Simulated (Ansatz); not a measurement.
# How the conductance of NiSi2/ZnS/CoSi2 changes with thickness, part 3 of 3

How fast does the current through NiSi2/ZnS/CoSi2 fall with each added layer? The lower electrode is NiSi2 fluorite(111), the upper one CoSi2 fluorite(111); the barrier is ZnS wurtzite(0001) (whole bilayers). In the first transport cell, after relaxation, the nearest pair of electrode and barrier is Si–S at 2.33 Å, along the normal, at the lower face and Si–Zn at 2.50 Å, along the normal, at the upper one. All share a net of side 3.84 Å, which strains the lower electrode by +0.0 %, the upper one by +1.3 % and the barrier by -0.3 %, against typed lattice constants near PBE's. The first steps treat the bulk electrodes alone.

Ansatz 0.2.0; PBE DFT, plane waves, PAW files (the session's first sound run).

So far, transmission at the Fermi level (a spin, zone mean): step 5 (transmission over a wide range of energy) 0.0149; step 6 (conductance, 55 atoms) 0.0197. Also channels of the lower lead: step 5 1.16; step 6 1.06.

## 7. Conductance, atomic planes in the barrier 8, gap between the electrodes 15.17 Å

System of this step: NiSi2/ZnS/CoSi2. The cell holds 59 atoms: 34 Si, 8 Ni, 4 S, 4 Zn and 9 Co. Its edges and angles: a = 3.840 Å, b = 3.840 Å, c = 79.624 Å, α = 90.0°, β = 90.0°, γ = 120.0°. Regions: left electrode, 25 atoms (17 Si and 8 Ni); barrier, 8 atoms (4 S and 4 Zn); right electrode, 26 atoms (17 Si and 9 Co). Vacuum lies along c.

Barrier layers are added or taken out in the middle, and the relaxed faces stay.

Input file input.yaml:

```yaml
crystal:
  lattice:
    - [3.84, 0.0, 0.0]
    - [-1.92, 3.3255375505, 0.0]
    - [0.0, 0.0, 79.6240780675]
  atoms:
    - { symbol: Si, position: [0.0, 0.0, 0.0879131058] }
    - { symbol: Si, position: [0.66666667, 0.33333333, 0.1075267367] }
    - { symbol: Ni, position: [0.0, 0.0, 0.1175804119] }
    - { symbol: Si, position: [0.33333333, 0.66666667, 0.1276340871] }
    - { symbol: Si, position: [0.0, 0.0, 0.147247718] }
    - { symbol: Ni, position: [0.33333333, 0.66666667, 0.1573013932] }
    - { symbol: Si, position: [0.66666667, 0.33333333, 0.1673550684] }
    - { symbol: Si, position: [0.33333333, 0.66666667, 0.1869686993] }
[... 47 atom lines left out ...]
    - { symbol: Co, position: [0.33333333, 0.66666667, 0.8735869911] }
    - { symbol: Si, position: [0.66666667, 0.33333333, 0.8829595957] }
    - { symbol: Si, position: [0.33333333, 0.66666667, 0.9027142896] }
    - { symbol: Co, position: [0.66666667, 0.33333333, 0.9120868942] }
kpoints:
  mp_grid: { grid: [8, 8, 1] }
scf:
  occupations: { method: fermi_dirac, width: 0.1 }
  max_iter: 150
hamiltonian:
  xc: pbe
output:
  transmission:
    kmesh: [24, 24]
    e_range: [-0.26, 0.27]
    de: 0.0375
    leads: [[10, 13], [45, 48]]
```

Run with:

```sh
> ansatz run input.yaml --threads 8 --pin off --max-ram 24576MiB --backend cpu --events-out ev --progress --plain --runs-dir out
```

Wall time 4.5 min (8 threads of Arm Neoverse V2, shared host); peak memory 11 GiB.

Numbers from this step:

```
free energy                                         : -131377.6045 eV
Fermi energy                                        : 8.722 eV
transmission at the Fermi level (a spin, zone mean) : 5.32e-4
potential step in the lower lead                    : 10.2 meV
potential step in the upper lead                    : 4.7 meV
junction conductance                                : 3.27e11 S/m²
error estimates by source, in the log's order       : 0.6, 0.7, 18.6, 6.9, 1.4 %
resistance-area product beyond the leads            : 3.06 Ω um²
```

One spin. Transmission, zone mean against energy, zero at the Fermi level:

```
energy (eV)  transmission, zone mean
     -0.260                   5.4e-4
     -0.223                   5.4e-4
     -0.185                   5.3e-4
     -0.147                   5.6e-4
     -0.110                   6.0e-4
     -0.072                   5.5e-4
     -0.035                   5.0e-4
      0.003                   5.3e-4
      0.040                   5.5e-4
      0.077                   5.4e-4
      0.115                   6.0e-4
      0.152                   6.5e-4
      0.190                   7.1e-4
      0.228                   8.8e-4
      0.265                   7.9e-4
```

One spin. Open channels, zone mean against energy, zero at the Fermi level:

```
energy (eV)  lower lead  upper lead
     -0.260       0.842        1.60
     -0.223       0.852        1.55
     -0.185       0.915        1.47
     -0.147       0.967        1.45
     -0.110        1.01        1.42
     -0.072        1.01        1.39
     -0.035        1.01        1.35
      0.003        1.06        1.37
      0.040        1.06        1.28
      0.077        1.06        1.23
      0.115        1.15        1.21
      0.152        1.15        1.20
      0.190        1.19        1.20
      0.228        1.26        1.17
      0.265        1.28        1.14
```

Transmission over k1 and k2. At 0.0025 eV from the Fermi level.

Ten even steps from '0' (0.00 × 1e-3) to '9' (6.72 × 1e-3):
```
000000000000000000000000
000000000000000000000000
000000000000000000000000
000000000000000000000000
000000000000000000000000
000000000000000000000000
000000011441100000000000
000000014303410000000000
000000043466434000000000
000000040679760400000000
000000013691196310000000
000000014471017441000000
000000001369119631000000
000000000406797604000000
000000000043466434000000
000000000001430341000000
000000000000114411000000
000000000000000000000000
000000000000000000000000
000000000000000000000000
000000000000000000000000
000000000000000000000000
000000000000000000000000
000000000000000000000000
```
Columns: k1 (b1) from -0.5 to 0.458; rows upwards: k2 (b2) from -0.5 to 0.458.

G = 3.3e11 S/m² (1/G = 3.06 Ω µm²), 0.027 times the step before of this kind. The largest error estimate is 19 %, from the mesh across the current. In the worse lead the potential repeats within 10 meV, which the program lets pass, though it still puts 6.9 % of error on the junction's conductance through them.

## 8. Conductance on a fine mesh, atomic planes in the barrier 12, gap between the electrodes 21.5 Å

System of this step: NiSi2/ZnS/CoSi2. The cell holds 63 atoms: 34 Si, 8 Ni, 6 S, 6 Zn and 9 Co. Its edges and angles: a = 3.840 Å, b = 3.840 Å, c = 85.960 Å, α = 90.0°, β = 90.0°, γ = 120.0°. Regions: left electrode, 25 atoms (17 Si and 8 Ni); barrier, 12 atoms (6 S and 6 Zn); right electrode, 26 atoms (17 Si and 9 Co). Vacuum lies along c.

Input file input.yaml:

```yaml
crystal:
  lattice:
    - [3.84, 0.0, 0.0]
    - [-1.92, 3.3255375505, 0.0]
    - [0.0, 0.0, 85.9600477117]
  atoms:
    - { symbol: Si, position: [0.0, 0.0, 0.0814331796] }
    - { symbol: Si, position: [0.66666667, 0.33333333, 0.0996011229] }
    - { symbol: Ni, position: [0.0, 0.0, 0.1089137587] }
    - { symbol: Si, position: [0.33333333, 0.66666667, 0.1182263946] }
    - { symbol: Si, position: [0.0, 0.0, 0.1363943379] }
    - { symbol: Ni, position: [0.33333333, 0.66666667, 0.1457069737] }
    - { symbol: Si, position: [0.66666667, 0.33333333, 0.1550196095] }
    - { symbol: Si, position: [0.33333333, 0.66666667, 0.1731875529] }
[... 51 atom lines left out ...]
    - { symbol: Co, position: [0.33333333, 0.66666667, 0.8829046801] }
    - { symbol: Si, position: [0.66666667, 0.33333333, 0.8915864458] }
    - { symbol: Si, position: [0.33333333, 0.66666667, 0.9098850547] }
    - { symbol: Co, position: [0.66666667, 0.33333333, 0.9185668204] }
kpoints:
  mp_grid: { grid: [8, 8, 1] }
scf:
  occupations: { method: fermi_dirac, width: 0.1 }
  max_iter: 150
hamiltonian:
  xc: pbe
output:
  transmission:
    kmesh: [24, 24]
    e_range: [-0.26, 0.27]
    de: 0.0375
    leads: [[10, 13], [49, 52]]
```

Wall time 4.7 min (8 threads); peak memory 12 GiB.

One spin. The transmission, zone mean by energy, zero at the Fermi level:

```
energy (eV)  transmission, zone mean
     -0.260                   1.6e-5
     -0.223                   1.7e-5
     -0.185                   1.9e-5
     -0.147                   2.0e-5
     -0.110                   2.1e-5
     -0.072                   2.2e-5
     -0.035                   2.3e-5
      0.003                   2.5e-5
      0.040                   2.7e-5
      0.077                   3.0e-5
      0.115                   3.4e-5
      0.152                   3.9e-5
      0.190                   4.6e-5
      0.228                   5.5e-5
      0.265                   6.0e-5
```

G = 1.5e10 S/m² (1/G = 65.4 Ω µm²), 0.047 times the step before of this kind. The largest error estimate is 25 %, from the mesh across the current. In the worse lead the potential repeats within 10 meV, which the program lets pass, though it still puts 6.9 % of error on the junction's conductance through them.

## 9. The series together

Times are for 8 threads of Arm Neoverse V2, shared host. The series side by side:

```
no.  gap between the electrodes (Å)  junction conductance (S/m²)  resistance-area product beyond the leads (Ω um²)     time  memory (GiB)
  1                            8.83                      1.19e13                                           0.08262  3.3 min           9.5
  2                           15.17                      3.27e11                                              3.06  4.5 min            11
  3                            21.5                      1.53e10                                             65.44  4.7 min            12
```

The runs together. The transmission, zone mean by energy, zero at the Fermi level:

```
energy (eV)    8.83   15.17    21.5
     -0.260  0.0215  5.4e-4  1.6e-5
     -0.223  0.0236  5.4e-4  1.7e-5
     -0.185  0.0226  5.3e-4  1.9e-5
     -0.147  0.0235  5.6e-4  2.0e-5
     -0.110  0.0245  6.0e-4  2.1e-5
     -0.072  0.0214  5.5e-4  2.2e-5
     -0.035  0.0179  5.0e-4  2.3e-5
      0.003  0.0197  5.3e-4  2.5e-5
      0.040  0.0207  5.5e-4  2.7e-5
      0.077  0.0183  5.4e-4  3.0e-5
      0.115  0.0187  6.0e-4  3.4e-5
      0.152  0.0195  6.5e-4  3.9e-5
      0.190  0.0202  7.1e-4  4.6e-5
      0.228  0.0240  8.8e-4  5.5e-5
      0.265  0.0209  7.9e-4  6.0e-5
```

## 10. Decay with thickness

This step: Fit of the logarithm of the conductance against the barrier's thickness, from PBE DFT, plane waves, PAW files (Ansatz 0.2.0).

No new run: the logarithm is fitted against the thickness.

This step gave:

| Item | Value |
| --- | --- |
| decay constant of the conductance | 0.53 Å⁻¹ |
| r.m.s. misfit of ln G | 0.13 |

From the end points alone, β = ln(1.19e+13 / 1.53e+10) / 12.67 Å = 6.66 / 12.67 Å = 0.53 Å⁻¹.

## 11. Outcome

| Item | Value |
| --- | --- |
| 1/G at 8.83 Å gap | 0.0840 Ω um² |
| 1/G at 21.5 Å gap | 65.4 Ω um² |
| decay constant β | 0.53 Å⁻¹ |

In words: A fit of ln G against d gives β = 0.53 Å⁻¹, and step by step the slopes are 0.57 and 0.48 Å⁻¹. They agree within a fifth, so G falls as one exponential, by a factor of ten every 4.3 Å. At the Fermi level the layers of the barrier in the wide-window run (4 planes) hold from 0.0073 to 0.049 states an eV and atom. A semilocal functional narrows gaps, which tends to make the decay too slow. The program's largest error estimate on these conductances is 25 %, from the mesh across the current, in the run that gave 1.5e10 S/m². No spin-orbit coupling, phonons, disorder or image charges enter; the interfaces are ordered, one cell wide and lattice-matched by strain. Semilocal gaps are too small, which can bring a band edge of the barrier nearer to the Fermi level than it is.

[Logs are printed without paths, hosts, clocks, repeated set-up lines and the standing remarks that a program may print on its own settings, such as how far it seeks lower states.]

[Hosts, paths, dates, database ids (printed as entryN), source tags and the programs' standing remarks are cut or masked in the printed files.]
